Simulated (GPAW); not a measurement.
The system is SnSe2.

```xyz
3
Lattice="3.8110 0.0000 0.0000 -1.9055 3.3004 0.0000 0.0000 0.0000 6.1360" Properties=species:S:1:pos:R:3 pbc="T T T"
Sn    0.0000    0.0000    0.0000
Se    1.9055    1.1001    4.6081
Se    0.0000    2.2003    1.5279
```

* Program: GPAW 26.7.0
* Task: relaxation of cell and atoms
* Functional: PBEsol
* Dispersion: D3
* Potentials or basis: PAW data sets generated in the run's folder for this functional
* Cutoff: 600 eV
* Basis: pw
* k mesh: 6 × 6 × 3
* Occupations: fermi-dirac, width 0.05 eV
* Spin: no spin polarisation

At the start: pressure 1.4 GPa; volume 25.73 Å³/atom.

Q: How do energy, volume and symmetry change on relaxing?

A: Over 12 steps the energy falls by 11.2 meV/atom and the volume is 24.96 Å³/atom (-3.0 %); space group P-3m1 (No. 164, to 0.05 Å).

The path:
| step | energy change (eV) | largest force (eV/Å) | pressure (GPa) | volume (Å³) |
| --- | --- | --- | --- | --- |
| 1 | 0.0000 | 0.5582 | 1.36 | 77.18 |
| 2 | -0.0103 | 0.4346 | 0.81 | 77.42 |
| 3 | -0.0249 | 0.0657 | -0.69 | 78.03 |
| 4 | -0.0256 | 0.0455 | -0.71 | 77.94 |
| 5 | -0.0290 | 0.0270 | -0.44 | 76.97 |
| 6 | -0.0297 | 0.0060 | -0.16 | 76.58 |
| 7 | -0.0300 | 0.0218 | 0.03 | 76.37 |
| 8 | -0.0302 | 0.0386 | 0.13 | 76.24 |
| 9 | -0.0309 | 0.0699 | 0.32 | 75.88 |
| 10 | -0.0319 | 0.0896 | 0.45 | 75.39 |
| 11 | -0.0332 | 0.0739 | 0.40 | 74.94 |
| 12 | -0.0337 | 0.0317 | 0.17 | 74.87 |

Final structure:
```yaml
crystal:
  lattice:
    - [3.80006, 0.00000, 0.00000]
    - [-1.90003, 3.29095, 0.00000]
    - [0.00000, 0.00000, 5.98678]
  atoms:
    - { symbol: Sn, position: [0.00000, 0.00000, 0.00000] }
    - { symbol: Se, position: [0.66667, 0.33333, 0.73653] }
    - { symbol: Se, position: [0.33333, 0.66667, 0.26347] }
```

Caveat: later steps reuse the first step's grids.
